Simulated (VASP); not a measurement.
# GaN in VASP: one cell, several levels of theory, part 2 of 2

VASP 6.6.1, plane waves, PAW. Earlier steps stand in the parts before.

## Step 3: r2SCAN

Contents of INCAR:

```
ENCUT = 520.000000
SIGMA = 0.010000
EDIFF = 1.00e-07
ALGO = Normal
METAGGA = R2SCAN
PREC = Accurate
IBRION = -1
ISIF = 2
ISMEAR = 0
NBANDS = 16
NELM = 120
NSW = 0
LASPH = .TRUE.
LCHARG = .FALSE.
LWAVE = .FALSE.
LREAL = .FALSE.
```

Contents of KPOINTS:

```
KPOINTS created by Atomic Simulation Environment
0
Gamma
10 10 10
0 0 0
```

Contents of KPOINTS_OPT:

```
special points
6
Reciprocal
0.0000000000 0.0000000000 0.0000000000 1
-0.5000000000 -0.5000000000 0.0000000000 1
-0.3750000000 -0.3750000000 0.2500000000 1
-0.3750000000 0.0000000000 0.3750000000 1
0.0000000000 0.0000000000 0.5000000000 1
-0.5000000000 -0.2500000000 0.2500000000 1
```

Contents of POSCAR:

```
Ga N
 1.0000000000000000
     0.0000000000000000    2.1589944394999998    2.1589944394999998
     2.1589944394999998    0.0000000000000000    2.1589944394999998
     2.1589944394999998    2.1589944394999998    0.0000000000000000
 Ga  N
   1   1
Cartesian
  0.0000000000000000  0.0000000000000000  0.0000000000000000
  1.0794972197499999  1.0794972197499999  1.0794972197499999
```

Run with:

```bash
mpirun -np 1 vasp_std
```

Printed to the terminal (iteration lines stand in OSZICAR):

```text
POSCAR found type information on POSCAR GaN
 POSCAR found :  2 types and       2 ions
 -----------------------------------------------------------------------------
|                                                                             |
|                                                                             |
|     You enforced a specific xc type in the INCAR file but a different       |
|     I HOPE YOU KNOW WHAT YOU ARE DOING!                                     |
|                                                                             |
 -----------------------------------------------------------------------------

 LDA part: xc-table for (None), standard interpolation
 POSCAR, INCAR and KPOINTS ok, starting setup
 FFT: planning ... GRIDC
 FFT: planning ... GRID_SOFT
 FFT: planning ... GRID
 WAVECAR not read
 entering main loop
 Start KPOINTS_OPT (optional k-point list driver)
k-point batch [1-6\6]
```

OSZICAR:

```text
N       E                     dE             d eps       ncg     rms          rms(c)
DAV:   1     0.692305687596E+02    0.69231E+02   -0.94563E+03  1720   0.216E+03
DAV:   2    -0.213110298410E+02   -0.90542E+02   -0.84763E+02  1712   0.344E+02
DAV:   3    -0.266651774149E+02   -0.53541E+01   -0.53370E+01  1808   0.712E+01
DAV:   4    -0.267189518049E+02   -0.53774E-01   -0.53770E-01  1888   0.749E+00
DAV:   5    -0.267196441070E+02   -0.69230E-03   -0.69230E-03  1840   0.774E-01    0.773E+00
DAV:   6    -0.215696878904E+02    0.51500E+01   -0.35121E+00  2272   0.449E+01    0.262E+00
DAV:   7    -0.216336321802E+02   -0.63944E-01   -0.59938E-01  1720   0.760E+00    0.186E+00
DAV:   8    -0.216435638888E+02   -0.99317E-02   -0.31016E-02  2040   0.487E+00    0.325E-01
DAV:   9    -0.216426491957E+02    0.91469E-03   -0.10186E-02  2224   0.247E+00    0.117E-01
DAV:  10    -0.216427079764E+02   -0.58781E-04   -0.78042E-04  1784   0.273E-01    0.917E-02
DAV:  11    -0.216427451596E+02   -0.37183E-04   -0.35714E-04  1832   0.198E-01    0.604E-02
DAV:  12    -0.216427164152E+02    0.28744E-04   -0.56994E-05  1824   0.107E-01    0.184E-02
DAV:  13    -0.216427152362E+02    0.11790E-05   -0.50495E-06  1800   0.268E-02    0.663E-03
DAV:  14    -0.216427157831E+02   -0.54687E-06   -0.44130E-07  1984   0.114E-02    0.224E-03
DAV:  15    -0.216427157850E+02   -0.19268E-08   -0.74532E-08  1088   0.591E-03
   1 F= -.21642716E+02 E0= -.21642716E+02  d E =-.489314-101
       N       E                     dE             ncg
DAV:   1     0.550144276248E+03   -0.41585E+04      200
DAV:   2    -0.386552953858E+02   -0.58880E+03      224
DAV:   3    -0.722663756166E+02   -0.33611E+02      232
DAV:   4    -0.726151185781E+02   -0.34874E+00      264
DAV:   5    -0.726191179097E+02   -0.39993E-02      232
DAV:   6    -0.726191998000E+02   -0.81890E-04      280
DAV:   7    -0.726192018581E+02   -0.20581E-05      208
DAV:   8    -0.726192019325E+02   -0.74384E-07      224
```

From OUTCAR:

```text
k-points           NKPTS =     47   k-points in BZ     NKDIM =     47   number of bands    NBANDS=     16

   NELECT =      18.0000    total number of electrons

   dimension x,y,z NGX =    24 NGY =   24 NGZ =   24
   dimension x,y,z NGXF=    48 NGYF=   48 NGZF=   48

  energy-cutoff  :      520.00
  volume of cell :       20.13
      direct lattice vectors                 reciprocal lattice vectors
     0.000000000  2.158994439  2.158994439    -0.231589295  0.231589295  0.231589295
     2.158994439  0.000000000  2.158994439     0.231589295 -0.231589295  0.231589295
     2.158994439  2.158994439  0.000000000     0.231589295  0.231589295 -0.231589295

 k-points in reciprocal lattice and weights: KPOINTS created by Atomic Simulation Env
   0.00000000  0.00000000  0.00000000       0.001
   0.10000000  0.00000000  0.00000000       0.008
   0.20000000  0.00000000  0.00000000       0.008
   0.30000000  0.00000000  0.00000000       0.008
   0.40000000  0.00000000  0.00000000       0.008
   0.50000000  0.00000000  0.00000000       0.004
   0.10000000  0.10000000  0.00000000       0.006
   0.20000000  0.10000000  0.00000000       0.024
[... 39 more k-points ...]

 E-fermi :   6.6695

 k-point     1 :       0.0000    0.0000    0.0000
  band No.  band energies     occupation
      1     -11.4150      2.00000
      2      -7.4905      2.00000
      3      -7.4905      2.00000
      4      -7.4905      2.00000
      5      -6.9757      2.00000
      6      -6.9757      2.00000
      7       6.5204      2.00000
      8       6.5204      2.00000
      9       6.5204      2.00000
     10       9.4930      0.00000
     11      18.3728      0.00000
     12      18.3729      0.00000
     13      18.3729      0.00000
     14      26.8627      0.00000
     15      27.2914      0.00000
     16      27.2914      0.00000

 k-point     2 :       0.1000    0.0000    0.0000
  band No.  band energies     occupation
      1     -11.2764      2.00000
      2      -7.4701      2.00000
      3      -7.4701      2.00000
      4      -7.4570      2.00000
      5      -6.9778      2.00000
      6      -6.9778      2.00000
      7       5.4441      2.00000
      8       6.3915      2.00000
      9       6.3915      2.00000
     10      10.2763      0.00000
     11      17.8694      0.00000
     12      18.5716      0.00000
     13      18.5716      0.00000
     14      25.7679      0.00000
     15      25.7680      0.00000
     16      26.0040      0.00000

 k-point     3 :       0.2000    0.0000    0.0000
  band No.  band energies     occupation
      1     -10.9100      2.00000
      2      -7.4221      2.00000
      3      -7.4221      2.00000
      4      -7.3099      2.00000
      5      -6.9768      2.00000
      6      -6.9767      2.00000
      7       3.4139      2.00000
      8       6.0739      2.00000
      9       6.0740      2.00000
     10      11.4384      0.00000
     11      17.0507      0.00000
     12      18.8566      0.00000
     13      18.8566      0.00000
     14      24.8233      0.00000
     15      24.9373      0.00000
     16      24.9373      0.00000

 k-point     4 :       0.3000    0.0000    0.0000
  band No.  band energies     occupation
      1     -10.4682      2.00000
      2      -7.3775      2.00000
      3      -7.3775      2.00000
      4      -6.9585      2.00000
      5      -6.9585      2.00000
      6      -6.9258      2.00000
      7       1.2268      2.00000
      8       5.7141      2.00000
      9       5.7142      2.00000
     10      12.2312      0.00000
     11      16.6249      0.00000
     12      18.7209      0.00000
     13      18.7209      0.00000
     14      24.1827      0.00000
     15      25.6690      0.00000
     16      25.6690      0.00000

 k-point     5 :       0.4000    0.0000    0.0000
  band No.  band energies     occupation
      1     -10.1487      2.00000
      2      -7.3562      2.00000
      3      -7.3561      2.00000
      4      -6.9271      2.00000
      5      -6.9270      2.00000
      6      -6.2584      2.00000
      7      -0.6812      2.00000
      8       5.4434      2.00000
      9       5.4435      2.00000
     10      12.5469      0.00000
     11      16.5967      0.00000
     12      18.3647      0.00000
     13      18.3647      0.00000
     14      24.1397      0.00000
     15      27.5258      0.00000
     16      27.5259      0.00000

 k-point     6 :       0.5000    0.0000    0.0000
  band No.  band energies     occupation
      1     -10.0419      2.00000
      2      -7.3515      2.00000
      3      -7.3515      2.00000
      4      -6.9110      2.00000
      5      -6.9110      2.00000
      6      -5.8036      2.00000
      7      -1.5670      2.00000
      8       5.3442      2.00000
      9       5.3442      2.00000
     10      12.6071      0.00000
     11      16.6372      0.00000
     12      18.2023      0.00000
     13      18.2023      0.00000
     14      24.2543      0.00000
     15      28.9408      0.00000
     16      28.9408      0.00000

 k-point     7 :       0.1000    0.1000    0.0000
  band No.  band energies     occupation
      1     -11.2305      2.00000
      2      -7.4682      2.00000
      3      -7.4523      2.00000
      4      -7.4523      2.00000
      5      -6.9919      2.00000
      6      -6.9649      2.00000
      7       5.5163      2.00000
      8       6.1388      2.00000
      9       6.1388      2.00000
     10      10.5289      0.00000
     11      17.5092      0.00000
     12      18.7662      0.00000
     13      18.7663      0.00000
     14      23.4032      0.00000
     15      28.0912      0.00000
     16      28.0913      0.00000

 k-point     8 :       0.2000    0.1000    0.0000
  band No.  band energies     occupation
      1     -10.9406      2.00000
      2      -7.4308      2.00000
      3      -7.4029      2.00000
      4      -7.3565      2.00000
      5      -6.9984      2.00000
      6      -6.9545      2.00000
      7       4.0115      2.00000
      8       5.7331      2.00000
      9       5.8997      2.00000
     10      11.5001      0.00000
     11      16.8271      0.00000
     12      18.8259      0.00000
     13      19.1662      0.00000
     14      22.3074      0.00000
     15      27.1239      0.00000
     16      27.2005      0.00000

 k-point     9 :       0.3000    0.1000    0.0000
  band No.  band energies     occupation
      1     -10.5251      2.00000
      2      -7.3850      2.00000
      3      -7.3525      2.00000
      4      -7.1254      2.00000
      5      -6.9373      2.00000
      6      -6.9189      2.00000
      7       1.9760      2.00000
      8       5.3478      2.00000
      9       5.5197      2.00000
     10      12.4241      0.00000
     11      16.4101      0.00000
     12      18.2795      0.00000
     13      19.2590      0.00000
     14      23.0161      0.00000
     15      26.3080      0.00000
     16      27.2284      0.00000

 k-point    10 :       0.4000    0.1000    0.0000
  band No.  band energies     occupation
      1     -10.1733      2.00000
      2      -7.3574      2.00000
      3      -7.3255      2.00000
      4      -7.0093      2.00000
      5      -6.9146      2.00000
      6      -6.3991      2.00000
      7       0.0029      2.00000
      8       5.0778      2.00000
      9       5.1171      2.00000
     10      12.9749      0.00000
     11      16.0400      0.00000
     12      18.2220      0.00000
     13      18.9581      0.00000
     14      24.1875      0.00000
     15      26.4508      0.00000
     16      28.5108      0.00000

 k-point    11 :       0.5000    0.1000    0.0000
  band No.  band energies     occupation
      1     -10.0086      2.00000
      2      -7.3492      2.00000
      3      -7.3200      2.00000
      4      -6.9566      2.00000
      5      -6.9095      2.00000
      6      -5.7817      2.00000
      7      -1.2936      2.00000
      8       4.7329      2.00000
      9       5.1082      2.00000
     10      13.2103      0.00000
     11      15.7628      0.00000
     12      18.4741      0.00000
     13      18.6453      0.00000
     14      24.8803      0.00000
     15      27.6703      0.00000
     16      29.1826      0.00000

 k-point    12 :      -0.4000    0.1000    0.0000
  band No.  band energies     occupation
      1     -10.0424      2.00000
      2      -7.3477      2.00000
      3      -7.3263      2.00000
      4      -6.9413      2.00000
      5      -6.9370      2.00000
      6      -5.9396      2.00000
      7      -0.9937      2.00000
      8       4.5907      2.00000
      9       5.3196      2.00000
     10      13.2387      0.00000
     11      15.8347      0.00000
     12      18.4089      0.00000
     13      18.5923      0.00000
     14      25.1395      0.00000
     15      27.1337      0.00000
     16      28.5542      0.00000

[... the tables of k-points 13 to 47 left out ...]

  Total        4.1252932      4.1252932      4.1252932      0.0000000      0.0000000      0.0000000
  in kB      328.3831255    328.3831255    328.3831255      0.0000000      0.0000000      0.0000000
  external PRESSURE =     328.3831255 kB  Pullay stress =       0.0000000 kB

 POSITION                                       TOTAL-FORCE (eV/Angst)
 -----------------------------------------------------------------------------------
      0.00000      0.00000      0.00000         0.000000     -0.000000      0.000000
      1.07950      1.07950      1.07950        -0.000000      0.000000     -0.000000
 -----------------------------------------------------------------------------------
    total drift:                                0.000010      0.000010      0.000010

  FREE ENERGIE OF THE ION-ELECTRON SYSTEM (eV)
  ---------------------------------------------------
  free  energy   TOTEN  =       -21.6427157850 eV

  energy  without entropy=      -21.6427157850  energy(sigma->0) =      -21.64271578
```

Hardware: 1 MPI rank of Intel Xeon Platinum 8488C, shared host.

The levels at the points of KPOINTS_OPT are read from vasprun.xml.

Near the gap, in eV above the top of the last filled band v; c is the band after it:

```
point    v−1      v     c    c+1
    Γ   0.00   0.00  2.97  11.85
    X  -3.29  -3.29  3.81   8.00
    U  -5.08  -2.64  5.68   9.60
    K  -5.08  -2.64  5.68   9.60
    L  -1.18  -1.18  6.09  10.12
    W  -4.40  -4.40  7.00  10.50
```

r2SCAN gives a direct gap of 2.97 eV at Γ. The pressure is 32.84 GPa; the forces vanish within 0.01 eV/Å.

## Step 4: Summary

The summary covers parts 1 to 2.

| level | gap (eV) | pressure (GPa) | Ansatz: gap (eV) | Ansatz: pressure (GPa) |
| --- | --- | --- | --- | --- |
| PBE | 2.55 | 37.53 | 2.54 | 37.78 |
| r2SCAN | 2.97 | 32.84 | 2.99 | 31.27 |

**Reading.** The gap spans 2.55 eV (PBE) to 2.97 eV (r2SCAN). At this one volume the pressure spans 32.8 GPa (r2SCAN) to 37.5 GPa (PBE): PBE wants the largest cell and r2SCAN the smallest. The two programs agree on the gap within 0.03 eV, far less than the spread between functionals. Datasets and cutoffs are each program's own.
